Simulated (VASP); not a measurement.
# H2 in VASP: relaxation of the atoms with r2SCAN

Aim: the relaxation of the atoms of H2 with r2SCAN.

All numbers are computed with VASP 6.6.1; they aren't measurements. Logs are shortened: lines on timing, memory, paths and dates and some standing lists are left out, and cuts for length are marked.

## Step 1: Starting point

The cell holds a molecule in a box, 2 atoms: a = 10.000 Å, b = 10.500 Å, c = 11.000 Å, α = 90.00°, β = 90.00°, γ = 90.00°.

## Step 2: Relaxation of the atoms, r2SCAN

INCAR

```
  ALGO = Normal
  EDIFF = 1E-7
  EDIFFG = -0.005
  ENCUT = 520
  IBRION = 2
  ISIF = 2
  ISMEAR = 0
  ISYM = 0
  LASPH = T
  LCHARG = F
  LMIXTAU = T
  LREAL = F
  LWAVE = F
  METAGGA = R2SCAN
  NELM = 60
  NSW = 90
  PREC = Accurate
  SIGMA = 0.02
```

KPOINTS

```
k-points
0
Gamma
  1 1 1
```

POSCAR

```
H
1.0
   10.0000000000      0.0000000000      0.0000000000
    0.0000000000     10.5000000000      0.0000000000
    0.0000000000      0.0000000000     11.0000000000
H
2
Direct
    0.5000000000      0.5000000000      0.4663636400
    0.5000000000      0.5000000000      0.5336363600
```

Potentials or basis: VASP PAW PBE potentials, release 64 (H).

Run with:

```
cat potpaw_PBE.64/H/POTCAR > POTCAR
mpirun -np 1 vasp_std > vasp.out
```

OUTCAR:

```text
EDIFF = 1E-7
   EDIFFG = -0.005
   ENCUT = 520
   IBRION = 2
   ISIF = 2
   ISMEAR = 0
   ISYM = 0
   LASPH = T
   LREAL = F
   METAGGA = R2SCAN
   NELM = 60
   NSW = 90
   PREC = Accurate

 ion  position               nearest neighbor table
   1  0.500  0.500  0.466-   2 0.74
   2  0.500  0.500  0.534-   1 0.74

IMPORTANT INFORMATION: All symmetrisations will be switched off!
NOSYMM: (Re-)initialisation of all symmetry stuff for point group C_1.

----------------------------------------------------------------------------------------

                                     Primitive cell

  volume of cell :    1155.0000

  direct lattice vectors                    reciprocal lattice vectors
    10.000000000  0.000000000  0.000000000     0.100000000  0.000000000  0.000000000
     0.000000000 10.500000000  0.000000000     0.000000000  0.095238095  0.000000000
     0.000000000  0.000000000 11.000000000     0.000000000  0.000000000  0.090909091

  length of vectors
    10.000000000 10.500000000 11.000000000     0.100000000  0.095238095  0.090909091

  position of ions in fractional coordinates (direct lattice)
     0.500000000  0.500000000  0.466363640
     0.500000000  0.500000000  0.533636360

  ion indices of the primitive-cell ions
   primitive index   ion index
                 1           1
                 2           2

----------------------------------------------------------------------------------------

 KPOINTS: k-points

Automatic generation of k-mesh.
 Grid dimensions read from file:
 generate k-points for:    1    1    1

 Generating k-lattice:

  Cartesian coordinates                     Fractional coordinates (reciprocal lattice)
     0.100000000  0.000000000  0.000000000     1.000000000  0.000000000  0.000000000
     0.000000000  0.095238095  0.000000000     0.000000000  1.000000000  0.000000000
     0.000000000  0.000000000  0.090909091     0.000000000  0.000000000  1.000000000

  Length of vectors
     0.100000000  0.095238095  0.090909091

  Shift w.r.t. Gamma in fractional coordinates (k-lattice)
     0.000000000  0.000000000  0.000000000

 Subroutine IBZKPT returns following result:
 ===========================================

 Found      1 irreducible k-points:

 Following reciprocal coordinates:
            Coordinates               Weight
  0.000000  0.000000  0.000000      1.000000
   k-points           NKPTS =      1   k-points in BZ     NKDIM =      1   number of bands    NBANDS=      5
   number of dos      NEDOS =    301   number of ions     NIONS =      2
   total plane-waves  NPLWV = 537600
   dimension x,y,z NGX =    80 NGY =   80 NGZ =   84
   dimension x,y,z NGXF=   160 NGYF=  160 NGZF=  168
   ions per type =               2
   NGX,Y,Z   is equivalent  to a cutoff of  13.30, 12.67, 12.70 a.u.
   NGXF,Y,Z  is equivalent  to a cutoff of  26.60, 25.33, 25.39 a.u.
 SYSTEM =  unknown system
   PREC   = accura    normal or accurate (medium, high low for compatibility)
   ISTART =      0    job   : 0-new  1-cont  2-samecut
   ICHARG =      2    charge: 1-file 2-atom 10-const
   ISPIN  =      1    spin polarized calculation?
   LNONCOLLINEAR =      F non collinear calculations
   LSORBIT =      F    spin-orbit coupling
   LASPH  =      T    aspherical Exc in radial PAW
   ENCUT  =  520.0 eV  38.22 Ry    6.18 a.u.  18.59 19.52 20.45*2*pi/ulx,y,z
   NELM   =     60;   NELMIN=  2; NELMDL= -5     # of ELM steps
   EDIFF  = 0.1E-06   stopping-criterion for ELM
   LREAL  =      F    real-space projection
   EDIFFG = -.5E-02   stopping-criterion for IOM
   NSW    =     90    number of steps for IOM
   IBRION =      2    ionic relax: 0-MD 1-quasi-New 2-CG
   NFREE  =      1    steps in history (QN), initial steepest desc. (CG)
   ISIF   =      2    stress and relaxation
   ISYM   =      0    0-nonsym 1-usesym 2-fastsym
   POTIM  = 0.5000    time-step for ionic-motion
   TEBEG  =    0.0;   TEEND  =   0.0 temperature during run
   PSTRESS=    0.0 pullay stress
   NELECT =       2.0000    total number of electrons
   NUPDOWN=      -1.0000    fix difference up-down
   EMIN   =  10.00;   EMAX   =-10.00  energy-range for DOS
   EFERMI =   0.00;   METHOD = LEGACY
   ISMEAR =     0;   SIGMA  =   0.02  broadening in eV -4-tet -1-fermi 0-gaus
   EFERMI_NEDOS =   21; number of points for ismear=-14 and -15
   IALGO  =     38    algorithm
   IMIX   =      4    mixing-type and parameters
     AMIX     =   0.40;   BMIX     =  1.00
     AMIX_MAG =   1.60;   BMIX_MAG =  1.00
  volume/ion in A,a.u.               =     577.50      3897.16
  Fermi-wavevector in a.u.,A,eV,Ry     =   0.196588  0.371498  0.525823  0.038647
  Thomas-Fermi vector in A             =   0.945437
   LORBIT       =      0    0 simple, 1 ext, 2 COOP (PROOUT), +10 PAW based schemes
   METAGGA = R2SCAN    functional components
   LHFCALC =     F    Hartree Fock is set to
   AEXX    =    0.0000 exact exchange contribution
   IVDW    =     0    specifies the selected vdW correction
   LEPSILON=     F    determine dielectric tensor
   LRPA    =     F    only Hartree local field effects (RPA)
 conjugate gradient relaxation of ions
 non-spin polarized calculation
 Gauss-broadening in eV      SIGMA  =   0.02
  energy-cutoff  :      520.00
  volume of cell :     1155.00
 maximum number of plane-waves:     31095
 NGX is ok and might be reduce to    80
   NGX = 37   NGY = 39   NGZ = 41

--------------------------------------- Ionic step        1  -------------------------------------------

 number of electron       2.0000000 magnetization

 Free energy of the ion-electron system (eV)
  ---------------------------------------------------
  ext. energy  EPLUGINS =         0.00000000
  ---------------------------------------------------
  free energy    TOTEN  =        -6.90968502 eV

  energy without entropy =       -6.90968502  energy(sigma->0) =       -6.90968502

------------------------ aborting loop because EDIFF is reached ----------------------------------------

  FORCE on cell =-STRESS in cart. coord.  units (eV):
  Direction    XX          YY          ZZ          XY          YZ          ZX
  --------------------------------------------------------------------------------------
  -------------------------------------------------------------------------------------
  Total       -0.0293517     -0.0288923      0.0032980     -0.0000000      0.0000000      0.0000000
  in kB       -0.0407156     -0.0400784      0.0045749     -0.0000000      0.0000000      0.0000000
  external PRESSURE =      -0.0254064 kB  Pullay stress =       0.0000000 kB

 VOLUME and BASIS-vectors are now :
 -----------------------------------------------------------------------------
  energy-cutoff  :      520.00
  volume of cell :     1155.00
      direct lattice vectors                 reciprocal lattice vectors
    10.000000000  0.000000000  0.000000000     0.100000000  0.000000000  0.000000000
     0.000000000 10.500000000  0.000000000     0.000000000  0.095238095  0.000000000
     0.000000000  0.000000000 11.000000000     0.000000000  0.000000000  0.090909091

 POSITION                                       TOTAL-FORCE (eV/Angst)
 -----------------------------------------------------------------------------------
      5.00000      5.25000      5.13000         0.000000      0.000000     -0.050770
      5.00000      5.25000      5.87000        -0.000000     -0.000000      0.050770
 -----------------------------------------------------------------------------------
    total drift:                               -0.000000     -0.000000     -0.000000

  FREE ENERGIE OF THE ION-ELECTRON SYSTEM (eV)
  ---------------------------------------------------
  free  energy   TOTEN  =        -6.9096850237 eV

  energy  without entropy=       -6.9096850237  energy(sigma->0) =       -6.90968502

--------------------------------------- Ionic step        2  -------------------------------------------

 number of electron       2.0000000 magnetization

------------------------ aborting loop because EDIFF is reached ----------------------------------------

  FORCE on cell =-STRESS in cart. coord.  units (eV):
  Direction    XX          YY          ZZ          XY          YZ          ZX
  --------------------------------------------------------------------------------------
  -------------------------------------------------------------------------------------
  Total       -0.0291596     -0.0286818     -0.1279018      0.0000000      0.0000000     -0.0000000
  in kB       -0.0404492     -0.0397864     -0.1774211      0.0000000      0.0000000     -0.0000000
  external PRESSURE =      -0.0858856 kB  Pullay stress =       0.0000000 kB

 VOLUME and BASIS-vectors are now :
 -----------------------------------------------------------------------------
  energy-cutoff  :      520.00
  volume of cell :     1155.00
      direct lattice vectors                 reciprocal lattice vectors
    10.000000000  0.000000000  0.000000000     0.100000000  0.000000000  0.000000000
     0.000000000 10.500000000  0.000000000     0.000000000  0.095238095  0.000000000
     0.000000000  0.000000000 11.000000000     0.000000000  0.000000000  0.090909091

 POSITION                                       TOTAL-FORCE (eV/Angst)
 -----------------------------------------------------------------------------------
      5.00000      5.25000      5.12755         0.000000      0.000000      0.126073
      5.00000      5.25000      5.87245        -0.000000     -0.000000     -0.126073
 -----------------------------------------------------------------------------------
    total drift:                               -0.000000     -0.000000      0.000000

  FREE ENERGIE OF THE ION-ELECTRON SYSTEM (eV)
  ---------------------------------------------------
  free  energy   TOTEN  =        -6.9095009971 eV

  energy  without entropy=       -6.9095009971  energy(sigma->0) =       -6.90950100

--------------------------------------- Ionic step        3  -------------------------------------------

 number of electron       2.0000000 magnetization

 Free energy of the ion-electron system (eV)
  ---------------------------------------------------
  ext. energy  EPLUGINS =         0.00000000
  ---------------------------------------------------
  free energy    TOTEN  =        -6.90972278 eV

  energy without entropy =       -6.90972278  energy(sigma->0) =       -6.90972278

 E-fermi : -10.6769     XC(G=0):   0.1668

 val. band max:      -10.7900614995   @ k =   0.0000   0.0000   0.0000
 cond. band min:       0.2431186434   @ k =   0.0000   0.0000   0.0000
 fundamental gap:     11.0331801430
 Fermi energy:       -10.6769155411

 k-point     1 :       0.0000    0.0000    0.0000
  band No.  band energies     occupation
      1     -10.7901      2.00000
      2       0.2431      0.00000
      3       1.3315      0.00000
      4       1.4099      0.00000
      5       1.6095      0.00000

------------------------ aborting loop because EDIFF is reached ----------------------------------------

  FORCE on cell =-STRESS in cart. coord.  units (eV):
  Direction    XX          YY          ZZ          XY          YZ          ZX
  --------------------------------------------------------------------------------------
  -------------------------------------------------------------------------------------
  Total       -0.0292716     -0.0287916     -0.0346130     -0.0000000     -0.0000000      0.0000000
  in kB       -0.0406045     -0.0399388     -0.0480141     -0.0000000     -0.0000000      0.0000000
  external PRESSURE =      -0.0428525 kB  Pullay stress =       0.0000000 kB

 VOLUME and BASIS-vectors are now :
 -----------------------------------------------------------------------------
  energy-cutoff  :      520.00
  volume of cell :     1155.00
      direct lattice vectors                 reciprocal lattice vectors
    10.000000000  0.000000000  0.000000000     0.100000000  0.000000000  0.000000000
     0.000000000 10.500000000  0.000000000     0.000000000  0.095238095  0.000000000
     0.000000000  0.000000000 11.000000000     0.000000000  0.000000000  0.090909091

 POSITION                                       TOTAL-FORCE (eV/Angst)
 -----------------------------------------------------------------------------------
      5.00000      5.25000      5.12930         0.000000      0.000000      0.000602
      5.00000      5.25000      5.87070        -0.000000     -0.000000     -0.000602
 -----------------------------------------------------------------------------------
    total drift:                               -0.000000     -0.000000      0.000000

  FREE ENERGIE OF THE ION-ELECTRON SYSTEM (eV)
  ---------------------------------------------------
  free  energy   TOTEN  =        -6.9097227757 eV

  energy  without entropy=       -6.9097227757  energy(sigma->0) =       -6.90972278

 reached required accuracy - stopping structural energy minimisation
```

Wall time 13 min (1 thread of AMD EPYC 7R13 (Zen 3), shared host); peak memory 1.2 GiB.

Results:

- Free energy: -6.9097 eV
- Energy gained by relaxing: 0.0 meV/atom
- Ionic steps: 3
- Gap between the frontier levels: 11.03 eV

Final structure:
```
H
1.0
    10.00000    0.00000    0.00000
     0.00000   10.50000    0.00000
     0.00000    0.00000   11.00000
H
2
Direct
  0.50000 0.50000 0.46630
  0.50000 0.50000 0.53370
```

Caveat: the PAW data sets were made with another functional, which shifts forces and pressure a little.
